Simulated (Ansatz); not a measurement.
**AlCu3: properties at the relaxed cell**

An exercise on one series of results from a longer session: the logs are not shown, and one member is left open.

Computed with Ansatz 0.2.0 (DFT PBEsol, scalar-relativistic, plane waves, PAW, unless a step's input says otherwise).

1 further run of the same task is left out (set aside as unsound or not needed).

## The structure to begin with

The structure is cubic, space group Fm-3m (No. 225). Conventional cell: a = 5.767 Å, b = 5.767 Å, c = 5.767 Å, α = 90.00°, β = 90.00°, γ = 90.00°. Al (site symmetry m-3m) is surrounded by 8 Cu at 2.50 Å. Around Cu (site symmetry m-3m) lie 8 Cu at 2.50 Å. Cu (site symmetry -43m) has 4 Al at 2.50 Å and 4 Cu at 2.50 Å as nearest neighbours.

As a file:

```
CELL_PARAMETERS angstrom
0.00000 2.88347 2.88347
2.88347 0.00000 2.88347
2.88347 2.88347 0.00000
ATOMIC_POSITIONS crystal
Al 0.00000 0.00000 0.00000
Cu 0.50000 0.50000 0.50000
Cu 0.25000 0.25000 0.25000
Cu 0.75000 0.75000 0.75000
```

It goes back to an entry of the Materials Project, which need not be the stable form.

This cell was relaxed beforehand with the same method: volume 11.99 Å³/atom, gap on the mesh none (metal).

Set-up of the first run:

The input, input.yaml:

```yaml
crystal:
  lattice:
    - [0.0, 2.8834704668, 2.8834704668]
    - [2.8834704668, 0.0, 2.8834704668]
    - [2.8834704668, 2.8834704668, 0.0]
  atoms:
    - { symbol: Al, position: [0.0, 0.0, 0.0] }
    - { symbol: Cu, position: [0.5, 0.5, 0.5] }
    - { symbol: Cu, position: [0.25, 0.25, 0.25] }
    - { symbol: Cu, position: [0.75, 0.75, 0.75] }
basis:
  ecutwfc: 420
kpoints:
  mp_grid: { grid: [12, 12, 12] }
  band_path:
    path:
      - [[0.0, 0.0, 0.0], [0.5, 0.0, 0.5], [0.625, 0.25, 0.625]]
      - [[0.375, 0.375, 0.75], [0.0, 0.0, 0.0], [0.5, 0.5, 0.5], [0.5, 0.25, 0.75], [0.5, 0.0, 0.5]]
    npoints: 14
hamiltonian:
  xc: pbesol
scf:
  occupations: { method: gaussian, width: 0.1 }
  n_extra_bands: 10
output:
  forces: true
  stress: true
  eigenvalues: true
  populations: true
  dos: { projected: true, de: 0.02, nscf_kmesh: { grid: [18, 18, 18] } }
  bader: true
  write_density: true
  write_potential: true
  elf: true
  volumetric_format: npy
```

On the command line:

```
> ansatz run input.yaml --threads 1 --pin off --max-ram 2560MiB --backend cpu --events-out ev --progress --plain --runs-dir out
```

Among the steps run: Static run: bands, density of states and charges; Volume × 0.97; Volume × 1.03; The cell scaled to 0.94 of its volume; Volume × 1.06.

One table of the session follows, with a row left open; its other results are not shown here.

| volume (Å³/atom) | energy above the lowest point (meV/atom) | pressure (GPa) |
| --- | --- | --- |
| 11.268 | 23.0 | 10.86 |
| 11.628 | ? | ? |
| 11.987 | 0.0 | 0.00 |
| 12.347 | 4.8 | -4.18 |
| 12.706 | 18.3 | -7.70 |

Estimate the missing values for volume (Å³/atom) = 11.628.

Worked estimate for «energy above the lowest point (meV/atom)». A straight line through the neighbours (11.268, 23.0) and (11.987, 0.0) gives 23.0 + (0.0 − 23.0) × (11.628 − 11.268) / (11.987 − 11.268) = 11.5; a parabola fitted to 3 rows on both sides gives 6.1.

**Answer.** energy above the lowest point (meV/atom): 5.4; pressure (GPa): 4.97. In «energy above the lowest point (meV/atom)» the line misses by +6.1 and the parabola by +0.7.

To keep in mind: The projections leave out shells that the potentials don't hold, such as empty d states.
